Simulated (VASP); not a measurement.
## SnSe: Born charges and dielectric tensor with LDA

SnSe, a slab with vacuum:

```
CELL_PARAMETERS angstrom
4.19263 0.00000 0.00000
0.00000 4.19263 0.00000
0.00000 0.00000 10.96328
ATOMIC_POSITIONS crystal
Sn 0.50000 0.00000 0.37779
Sn 0.00000 0.50000 0.62221
Se 0.50000 0.00000 0.62217
Se 0.00000 0.50000 0.37783
```

```yaml
Program: VASP 6.6.1
Task: Born charges and dielectric tensor
Functional: LDA
Potentials_or_basis: VASP PAW LDA potentials, release 64 (Sn_d, Se)
Cutoff: 600 eV
k_mesh: 8 × 8 × 4
Occupations: gaussian, width 0.02 eV
Spin: no spin polarisation
Further_INCAR_settings: ALGO = Normal; EDIFF = 1e-08; IBRION = 8; NSW = 1
```

```yaml
Band_gap_on_the_k_mesh: 0.85 eV, direct
Electronic_dielectric_tensor_diagonal: 19.44, 19.44, 1.99
Born_charges_mean_of_the_diagonal: Sn +4.08; Se -4.08 e
Highest_phonon_frequency_at_Γ_LO-TO_splitting_left_out: 196 cm⁻¹
```

Levels at points of the mesh, in eV from the valence-band top:
```csv
k point,band 16,band 17,band 18,band 19,band 20,band 21,band 22,band 23,band 24
"(0.00, 0.00, 0.00)",-3.53,-3.53,-2.26,-2.26,-0.85,1.32,3.29,3.46,4.43
"(0.50, 0.00, 0.00)",-2.80,-1.92,-1.92,-0.38,-0.38,1.20,1.20,1.68,1.68
"(0.50, 0.50, 0.00)",-5.44,-3.92,-3.92,-2.11,-2.11,3.27,3.27,4.18,4.18
"(0.00, 0.00, 0.50)",-3.53,-3.53,-2.26,-2.26,-0.85,1.18,3.29,4.43,4.44
"(0.50, 0.00, 0.50)",-2.80,-1.92,-1.92,-0.38,-0.38,1.20,1.20,1.68,1.68
"(0.50, 0.50, 0.50)",-5.44,-3.92,-3.92,-2.11,-2.11,3.24,3.24,4.22,4.22
```

Phonon frequencies in cm⁻¹ (negative: imaginary):
```tsv
q point	frequencies
(0.000, 0.000, 0.000)	-2 -2 0 23 23 44 44 60 106 106 168 196
```

Electronic dielectric tensor:
```
19.44  0.00  0.00
 0.00 19.44  0.00
 0.00  0.00  1.99
```

Born effective charge tensors (e):
atom 1, Sn
```
5.94 0.00 0.00
0.00 5.94 0.00
0.00 0.00 0.35
```
atom 2, Sn
```
5.94 0.00 0.00
0.00 5.94 0.00
0.00 0.00 0.35
```
atom 3, Se
```
-5.94  0.00  0.00
 0.00 -5.94  0.00
 0.00  0.00 -0.35
```
atom 4, Se
```
-5.94  0.00  0.00
 0.00 -5.94  0.00
 0.00  0.00 -0.35
```

Wall time 110 min on 1 thread of Intel(R) Xeon(R) Platinum 8259CL CPU @ 2.50GHz (Skylake/Cascade Lake), with other jobs on the host, peak memory 1.3 GiB.

Caveat: spin-orbit coupling is left out, which moves the levels of the heavy elements.
